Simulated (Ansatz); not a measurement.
# SiO2: the cost of one run

Program: Ansatz 0.2.0. Level of theory: DFT PBE, scalar-relativistic, plane waves, PAW. These are calculated values, not measurements.

4 further runs of the same task are left out: 3 that didn't finish, 1 set aside as unsound or not needed. Runs told in other sessions of the task aren't counted.

**1. The system as given**

Symmetry: I-42d, No. 122, tetragonal system. The conventional cell has a = 5.027 Å, b = 5.027 Å, c = 7.379 Å, α = 90.00°, β = 90.00°, γ = 90.00°. Si (site symmetry -4) has 4 O at 1.63 Å in its first shell of neighbours. O (site symmetry 2) has 2 Si at 1.63 Å in its first shell of neighbours.

Coordinates:

```xyz
6
Lattice="-2.5134 2.5134 3.6894 2.5134 -2.5134 3.6894 2.5134 2.5134 -3.6894" Properties=species:S:1:pos:R:3 pbc="T T T"
Si    0.0000    0.0000    0.0000
Si    0.0000    2.5134    1.8447
O     1.2567    2.9759    2.7670
O     0.4625    1.2567    0.9223
O    -1.2567    2.0509    2.7670
O    -0.4625    3.7701    0.9223
```

This cell was relaxed beforehand with the same method: volume 15.54 Å³/atom, gap on the mesh 5.73 eV.

**2. Zero of energy**

Reference values: F = -3548.2095 eV; pressure 0.01 GPa; largest force 0.000 eV/Å; gap on the mesh 5.73 eV. It was computed beforehand with the settings of the runs below.

**3. Next: a frozen normal mode**

Mode 6 of the phonon run on this cell, counted from the lowest, is frozen in: each atom moves by x times its row below, so x is the largest displacement.

```
atom      ux      uy     uz
 Si1   0.000   0.000  0.000
 Si2   0.000   0.000  0.000
  O3   0.000  -1.000  0.000
  O4  -1.000   0.000  0.000
  O5   0.000   1.000  0.000
  O6   1.000   0.000  0.000
```

**4. Point x = -0.300 Å**

Contents of input.yaml:

```yaml
crystal:
  lattice:
    - [-2.5133692696, 2.5133692696, 3.6893906705]
    - [2.5133692696, -2.5133692696, 3.6893906705]
    - [2.5133692696, 2.5133692696, -3.6893906705]
  atoms:
    - { symbol: Si, position: [0.0, 0.0, 0.0] }
    - { symbol: Si, position: [0.75, 0.25, 0.5] }
    - { symbol: O, position: [1.0266921045, 0.625, 0.9016921045] }
    - { symbol: O, position: [0.375, 0.2766921045, 0.4016921045] }
    - { symbol: O, position: [0.7233078955, 0.125, 0.0983078955] }
    - { symbol: O, position: [0.875, -0.0266921045, 0.5983078955] }
basis:
  ecutwfc: 420
kpoints:
  mp_grid: { grid: [6, 6, 6] }
hamiltonian:
  xc: pbe
scf:
  occupations: { method: gaussian, width: 0.05 }
output:
  forces: true
  stress: true
  eigenvalues: true
```

On the command line:

```bash
ansatz run input.yaml --threads 2 --pin off --max-ram 5120MiB --backend cpu --events-out ev --progress --plain --runs-dir out
```

What time and memory should one allow on 2 threads of Arm Neoverse V2, shared host?

About 2.5 s, with a peak of 0.32 GiB.
